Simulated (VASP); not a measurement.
A run of VASP 6.6.1:

The input INCAR:

```
PREC = Accurate ; ENCUT = 520
EDIFF = 1E-6 ; ISMEAR = 0
SIGMA = 0.05 ; LREAL = False
LASPH = True ; NELM = 80
ALGO = Normal ; ISIF = 2
LWAVE = False ; LCHARG = True
GGA = PS ; LELF = True
LVHAR = True ; NBANDS = 18
```

The input KPOINTS:

```
Automatic mesh
0
Gamma
  9 9 6
```

The input POSCAR:

```
LiF
1.0
    3.2313337419      0.0000000000      0.0000000000
   -1.6156668709      2.7984171086      0.0000000000
    0.0000000000      0.0000000000      4.3136946053
Li F
2 2
Direct
    0.3333333333      0.6666666667      0.3811542600
    0.6666666667      0.3333333333      0.8811542600
    0.3333333333      0.6666666667      0.9938437400
    0.6666666667      0.3333333333      0.4938437400
```

Potentials or basis: VASP PAW PBE potentials, release 64 (Li_sv, F).

The run is started by

```bash
$ cat potpaw_PBE.64/Li_sv/POTCAR potpaw_PBE.64/F/POTCAR > POTCAR
$ mpirun -np 1 vasp_std > vasp.out
```

Hardware: 1 thread of Intel(R) Xeon(R) 6975P-C (Granite Rapids) (shared host).

Problem. How long does it take, and how much memory?

Solution. Run time: 9.3 s on 1 thread of Intel(R) Xeon(R) 6975P-C (Granite Rapids), with other jobs on the host, peak memory 0.15 GiB. Counts: scf iterations 13, k points 48.
